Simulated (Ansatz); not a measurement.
**BeSe: Be interstitial**

A defect calculation: Be interstitial in BeSe, supercell of 32 sites, in the charges +2, +1, 0.

Method: DFT PBEsol, scalar-relativistic, plane waves, PAW, in Ansatz 0.2.0.

5 further runs of the same task are left out: 5 set aside as unsound or not needed.

### Step 1. The system as given

It takes space group F-43m (No. 216, cubic). Conventional cell: a = 5.129 Å, b = 5.129 Å, c = 5.129 Å, α = 90.00°, β = 90.00°, γ = 90.00°. Be (site symmetry -43m) is surrounded by 4 Se at 2.22 Å. Se (site symmetry -43m) is surrounded by 4 Be at 2.22 Å.

Coordinates:

```
CELL_PARAMETERS angstrom
0.00000 2.56436 2.56436
2.56436 0.00000 2.56436
2.56436 2.56436 0.00000
ATOMIC_POSITIONS crystal
Be 0.00000 0.00000 0.00000
Se 0.25000 0.25000 0.25000
```

It goes back to an entry of the Materials Project, which need not be the stable form.

It is the result of an earlier relaxation at this level (volume 16.86 Å³/atom; gap on the mesh: 2.47 eV).

The host's static dielectric tensor, from an earlier linear-response run, has a mean of 7.74.

The perfect supercell (rows -1 -1 -1; 3 -1 -1; -1 -1 3 in vectors of this cell) was computed beforehand with the same settings: E(σ→0) = -88258.6056 eV for 32 atoms, gap 3.48 eV on its own mesh.

### Step 2. The defect cell

The extra atom is put at (0.250, 0.000, 0.000) of the supercell, the middle of a void of radius 2.22 Å. The other atoms start on their ideal sites. Its neighbours are 4 Be at 2.22 Å, 6 Se at 2.56 Å.

### Step 3. Relaxing the defect, charge 0

input.yaml reads:

```yaml
crystal:
  lattice:
    - [-5.1287175262, -5.1287175262, -5.1287175262]
    - [-5.1287175262, 5.1287175262, 5.1287175262]
    - [5.1287175262, 5.1287175262, -5.1287175262]
  atoms:
    - { symbol: Be, position: [0.75, 0.0, 0.25] }
    - { symbol: Be, position: [0.5, 0.0, 0.5] }
    - { symbol: Be, position: [0.25, 0.0, 0.75] }
    - { symbol: Be, position: [0.75, 0.5, 0.75] }
    - { symbol: Be, position: [0.75, 0.25, 0.0] }
    - { symbol: Be, position: [0.5, 0.25, 0.25] }
    - { symbol: Be, position: [0.25, 0.25, 0.5] }
    - { symbol: Be, position: [0.0, 0.25, 0.75] }
    - { symbol: Be, position: [0.0, 0.0, 0.0] }
    - { symbol: Be, position: [0.75, 0.75, 0.5] }
    - { symbol: Be, position: [0.5, 0.75, 0.75] }
    - { symbol: Be, position: [0.5, 0.5, 0.0] }
    - { symbol: Be, position: [0.25, 0.5, 0.25] }
    - { symbol: Be, position: [0.0, 0.5, 0.5] }
    - { symbol: Be, position: [0.25, 0.75, 0.0] }
    - { symbol: Be, position: [0.0, 0.75, 0.25] }
    - { symbol: Se, position: [0.5, 0.0, 0.25] }
    - { symbol: Se, position: [0.25, 0.0, 0.5] }
    - { symbol: Se, position: [0.0, 0.0, 0.75] }
    - { symbol: Se, position: [0.5, 0.5, 0.75] }
    - { symbol: Se, position: [0.5, 0.25, 0.0] }
    - { symbol: Se, position: [0.25, 0.25, 0.25] }
    - { symbol: Se, position: [0.0, 0.25, 0.5] }
    - { symbol: Se, position: [0.75, 0.25, 0.75] }
    - { symbol: Se, position: [0.75, 0.0, 0.0] }
    - { symbol: Se, position: [0.5, 0.75, 0.5] }
    - { symbol: Se, position: [0.25, 0.75, 0.75] }
    - { symbol: Se, position: [0.25, 0.5, 0.0] }
    - { symbol: Se, position: [0.0, 0.5, 0.25] }
    - { symbol: Se, position: [0.75, 0.5, 0.5] }
    - { symbol: Se, position: [0.0, 0.75, 0.0] }
    - { symbol: Se, position: [0.75, 0.75, 0.25] }
    - { symbol: Be, position: [0.25, 0.0, 0.0] }
  host:
    lattice:
      - [0.0, 2.5643587631, 2.5643587631]
      - [2.5643587631, 0.0, 2.5643587631]
      - [2.5643587631, 2.5643587631, 0.0]
    atoms:
      - { symbol: Be, position: [0.0, 0.0, 0.0] }
      - { symbol: Se, position: [0.25, 0.25, 0.25] }
basis:
  ecutwfc: 420
  xc_grid: 2
kpoints:
  mp_grid: { grid: [2, 2, 2], shift: [0.5, 0.5, 0.5] }
hamiltonian:
  xc: pbesol
scf:
  occupations: { method: gaussian, width: 0.01 }
output:
  forces: true
  stress: false
  eigenvalues: true
  charged_corrections:
    defect_position: [0.25, 0.0, 0.0]
    epsilon: [[7.7419, 0.0, 0.0], [0.0, 7.7419, 0.0], [0.0, 0.0, 7.7419]]
  write_density: true
  write_potential: true
  elf: true
  volumetric_format: npy
relax:
  adjacent_minimum: "off"
  f_tol: 0.025
  max_steps: 45
```

On the command line:

```console
> ansatz run input.yaml --threads 4 --pin off --max-ram 6144MiB --backend cpu --events-out ev --progress --plain --runs-dir out
```

Further runs follow: relaxing the defect, charge +1; charge state +2.

Before running it: what results should come out? Wanted: formation energy, neutral; nearest atoms after relaxation, one image of each, neutral.

**Answer**, as computed:

```
                                                  quantity                           value
                                 formation energy, neutral                         4.40 eV
nearest atoms after relaxation, one image of each, neutral  4 Be at 2.25 Å, 6 Se at 2.61 Å
                       level (+2/+1) above the valence top                         1.38 eV
                        level (+1/0) above the valence top                         2.01 eV
```

In words: The neutral defect costs 4.40 eV against the elements. Spin polarisation was off in the neutral run, so a moment could not show there. Among the charges computed the stable one is +2 at the valence top, changing to +1 at 1.38 eV, changing to 0 at 2.01 eV, in a gap of 2.47 eV. Levels are placed in the host's Kohn-Sham gap, which is usually too small at this level and squeezes them. A cell of 32 sites leaves finite-size errors of tenths of an eV, or more where the defect fills or empties host bands. A distortion of lower symmetry was not tried.
